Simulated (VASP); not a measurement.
Input of a VASP 6.6.1 run:

File INCAR:

```
SYSTEM = Ti
PREC = Accurate
ENCUT = 520
EDIFF = 1E-6
ISMEAR = 0
SIGMA = 0.1
LREAL = .FALSE.
LASPH = .TRUE.
NELM = 100
ALGO = Fast
ISIF = 2
LWAVE = .FALSE.
LCHARG = .FALSE.
GGA = PE
NBANDS = 25
```

The input KPOINTS:

```
Automatic mesh
0
G
  12 12 14
  0 0 0
```

File POSCAR:

```
Ti
1.0
    4.5673748306      0.0000000000      0.0000000000
   -2.2836874153      3.9554626319      0.0000000000
    0.0000000000      0.0000000000      2.8262442700
Ti
3
Direct
    0.0000000000      0.0000000000      0.0000000000
    0.3333333300      0.6666666700      0.5000000000
    0.6666666700      0.3333333300      0.5000000000
```

Potentials or basis: VASP PAW PBE potentials, release 64 (Ti_sv).

Command:

```console
$ cat potpaw_PBE.64/Ti_sv/POTCAR > POTCAR
$ mpirun -np 1 vasp_std > vasp.out
```

Question: Estimate the band gap on the k mesh.

Answer: None (metal or under the smearing width).

Question: Estimate the pressure.

Answer: 0.5 GPa.

Stress tensor (GPa, compression positive):
```
0.51 0.00 0.00
0.00 0.51 0.00
0.00 0.00 0.41
```
